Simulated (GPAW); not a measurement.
Runs of GPAW 26.7.0 on SnTe. It takes space group Fm-3m (No. 225, cubic). Conventional cell: a = 6.302 Å, b = 6.302 Å, c = 6.302 Å, α = 90.00°, β = 90.00°, γ = 90.00°. Around Te (site symmetry m-3m) lie 6 Sn at 3.15 Å. Sn (site symmetry m-3m) is surrounded by 6 Te at 3.15 Å. 

```csv
level,pressure (GPa),relaxed volume (Å³/atom)
PBEsol+D3(BJ)+ATM,0.0,(a)
PBEsol,0.0,30.83
PBEsol+D3(BJ),0.0,(b)
PBEsol+D3,0.1,30.24
PBEsol+D4,0.1,29.98
```

Alike in all rows: task relaxation of cell and atoms; potentials or basis PAW data sets generated in the run's folder for this functional, pw; no spin polarisation; cell relaxed; k mesh 7 × 7 × 7; cutoff (eV) 600; smearing fermi-dirac 0.05 eV.

Problem. Estimate the missing entries.

Solution. (a) 29.66; (b) 29.55.

Caveats: later steps reuse the first step's grids.

Runs at the PBE level aren't shown here.
